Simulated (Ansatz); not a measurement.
# TiO2: relaxation of cell and atoms with RPBE

The system is TiO2.

```
Ti O
1.0
     2.96826    0.00000    0.00000
     0.00021    4.70761    0.00000
     1.48357    0.24235    7.08346
Ti O
3 6
Direct
  0.00337 0.00039 0.00070
  0.34464 0.48026 0.31696
  0.66171 0.52047 0.68450
  0.44004 0.18544 0.12854
  0.77793 0.29773 0.45188
  0.10124 0.30895 0.80624
  0.90650 0.69184 0.19517
  0.22941 0.70301 0.54951
  0.56803 0.81530 0.87283
```

The cell comes from a database or a generator and needn't be the stable form of this composition.

* Program: Ansatz 0.2.0
* Task: relaxation of cell and atoms
* Functional: RPBE
* Potentials or basis: Ansatz PAW
* Cutoff: 420 eV (not typed: the program's choice for these potentials)
* k mesh: 9 × 6 × 4
* Occupations: fermi-dirac, width 0.05 eV
* Spin: no spin polarisation

```
Relaxed volume                         : 11.64 Å³/atom
Relaxed cell                           : a = 3.008 Å, b = 4.847 Å, c = 7.339 Å, α = 88.50°, β = 78.38°, γ = 89.68°
Space group after relaxing (to 0.05 Å) : P1 (No. 1)
Energy gained by relaxing              : 14.2 meV/atom
Ionic steps                            : 23
Pressure after relaxing                : 0.0 GPa
Band gap on the k mesh                 : 2.46 eV, indirect (least direct gap 2.50 eV)
```

Forces on the atoms (eV/Å):
```
Ti   0.000  0.000  0.000
Ti  -0.001  0.002  0.001
Ti   0.000 -0.002  0.000
O    0.001 -0.001 -0.001
O    0.001  0.000  0.001
O    0.001 -0.002  0.000
O   -0.001  0.003 -0.001
O   -0.001  0.000 -0.001
O   -0.001  0.002  0.001
```

The path:
```csv
step,energy change (eV),largest force (eV/Å),volume (Å³)
1,0.0000,0.3163,98.98
2,-0.0852,0.1713,102.34
3,-0.0907,0.0634,103.40
4,-0.0909,0.0524,103.54
5,-0.0912,0.0438,103.56
6,-0.0915,0.0268,103.56
7,-0.0917,0.0179,103.55
8,-0.0919,0.0089,103.55
9,-0.0920,0.0063,103.54
10,-0.0919,0.0096,103.56
11,-0.0920,0.0082,103.54
12,-0.0920,0.0102,103.54
13,-0.0922,0.0373,103.52
14,-0.0924,0.0604,103.50
15,-0.0985,0.0400,103.94
16,-0.0987,0.0323,104.02
17,-0.0988,0.0555,104.04
18,-0.0990,0.0146,104.29
19,-0.0992,0.0051,104.25
20,-0.1268,0.0051,104.25
21,-0.1256,0.0349,104.79
22,-0.1258,0.0027,104.77
23,-0.1279,0.0028,104.77
```

Final structure:
```xyz
9
Lattice="3.0082 0.0085 -0.0056 0.0137 4.8464 -0.0222 1.4909 0.2203 7.1823" Properties=species:S:1:pos:R:3 pbc="T T T"
Ti   -0.1233    0.0019    0.0053
Ti    1.4367    2.4322    2.2629
Ti    3.1215    2.6464    4.9022
O     1.5409    0.9384    0.9193
O     3.0459    1.5826    3.2188
O     1.5156    1.6598    5.7765
O     3.0544    3.4206    1.3869
O     1.5225    3.4946    3.9460
O     3.0453    4.1424    6.2452
```

Levels at points of the mesh, in eV from the valence-band top:
| k point | band 34 | band 35 | band 36 | band 37 | band 38 | band 39 |
| --- | --- | --- | --- | --- | --- | --- |
| (0.00, 0.00, 0.00) | -0.39 | -0.29 | -0.05 | 2.47 | 2.72 | 2.92 |
| (0.00, 0.00, -0.50) | -0.74 | -0.31 | -0.11 | 2.58 | 2.70 | 2.79 |
| (0.00, -0.50, 0.00) | -0.83 | -0.79 | -0.71 | 2.52 | 2.75 | 2.82 |
| (0.00, -0.50, -0.50) | -0.73 | -0.67 | -0.21 | 2.46 | 2.66 | 2.78 |

It took 7.1 min on 4 threads of Arm Neoverse V1, on a shared host, peak memory 0.72 GiB.

Caveat: odd divisions of the mesh miss points on the zone boundary, where band edges often lie, so the gap on the mesh can be too wide; the plane-wave basis is chosen anew once the cell has moved, so the energies of steps on either side of that aren't comparable; the pressure holds a Pulay correction of +0.6 GPa for the finite cutoff; the PAW data sets come from PBE, with cores solved anew for the run's functional, which leaves a small shift of forces and pressure. A k mesh can miss the band edges.
